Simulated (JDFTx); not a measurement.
# HfN under changes of volume

One of the cells (11.482 Å³/atom); the others are scaled copies at fixed shape and fractional positions:

```
CELL_PARAMETERS angstrom
0.00000 2.25600 2.25600
2.25600 0.00000 2.25600
2.25600 2.25600 0.00000
ATOMIC_POSITIONS crystal
Hf 0.00000 0.00000 0.00000
N 0.50000 0.50000 0.50000
```

| Quantity | Value |
| --- | --- |
| Program | JDFTx 1.7.0 (patched build) |
| Functional | PBE |
| Potentials or basis | PseudoDojo-SR-PBE-0.5-standard |
| Cutoff | 1143 eV |
| Density cutoff | 4572 eV |
| k mesh | 10 × 10 × 10 |
| Occupations | fermi-dirac, width 0.05 eV |
| Spin | no spin polarisation |

| volume (Å³/atom) | energy over the lowest point (meV/atom) | pressure (GPa) |
| --- | --- | --- |
| 10.793 | 71.73 | 26.5 |
| 11.023 | ? | ? |
| 11.252 | 17.27 | 12.1 |
| 11.482 | 4.46 | 5.9 |
| 11.712 | 0.00 | 0.4 |
| 11.941 | 3.07 | -4.6 |
| 12.171 | 12.93 | -9.1 |

What does the run at 11.023 Å³/atom give?

Energy over the lowest point 39.35 meV/atom; pressure 18.9 GPa.

Worked out: A Birch-Murnaghan fit of order 3 (a polynomial in V^(-2/3)) to the other rows has its minimum at 11.73 Å³/atom with B0 = V·E''(V) = 266 GPa and B' = 4.3. It gives 39.29 meV/atom at 11.023 Å³/atom, against the run's 39.35, and -dE/dV = 18.9 GPa, against 18.9.

Energies are extrapolated to zero smearing.
